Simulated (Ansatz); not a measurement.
Crystal: ZrS2.

```
CELL_PARAMETERS angstrom
3.69138 0.00000 0.00000
-1.84569 3.19683 0.00000
0.00000 0.00000 6.04108
ATOMIC_POSITIONS crystal
Zr 0.00000 0.00000 0.00000
S 0.33333 0.66667 0.23791
S 0.66667 0.33333 0.76209
```

The cell is a database's computed one.

Base run:

| Property | Result |
| --- | --- |
| Program | Ansatz 0.2.0 |
| Functional | PBEsol |
| Potentials or basis | Ansatz PAW |
| Cutoff | 420 eV (not typed: the program's choice for these potentials) |
| k mesh | 8 × 8 × 5 |
| Occupations | fermi-dirac, width 0.05 eV |
| Spin | no spin polarisation |

Its results: band gap on the k mesh 0.98 eV, indirect (least direct gap 1.58 eV); pressure -2.5 GPa; largest force 0.152 eV/Å.

Q: After a change of settings the same cell gave: band gap on the k mesh 1.35 eV, indirect (least direct gap 1.97 eV); pressure -2.0 GPa; largest force 0.134 eV/Å. Which change was it?
A. functional from PBEsol to PBE; k mesh from 8 × 8 × 5 to 5 × 5 × 3
B. functional from PBEsol to LDA; hubbard terms from none to Zr d U = 3 eV; hubbard projectors from none to ortho-atomic (the default)
C. functional from PBEsol to PBE; potentials or basis from Ansatz PAW to PseudoDojo stringent (PBE files); cutoff from 420 eV (not typed: the program's choice for these potentials) to 898 eV
D. functional from PBEsol to PBE; potentials or basis from Ansatz PAW to Ansatz PAW earlier set; cutoff from 420 eV (not typed: the program's choice for these potentials) to 580 eV

A: B.

Caveats: the PAW data sets come from PBE, with cores solved anew for the run's functional, which leaves a small shift of forces and pressure; this functional lacks dispersion, which binds the layers, so the pressure and a relaxed spacing across them are unreliable (some runs).
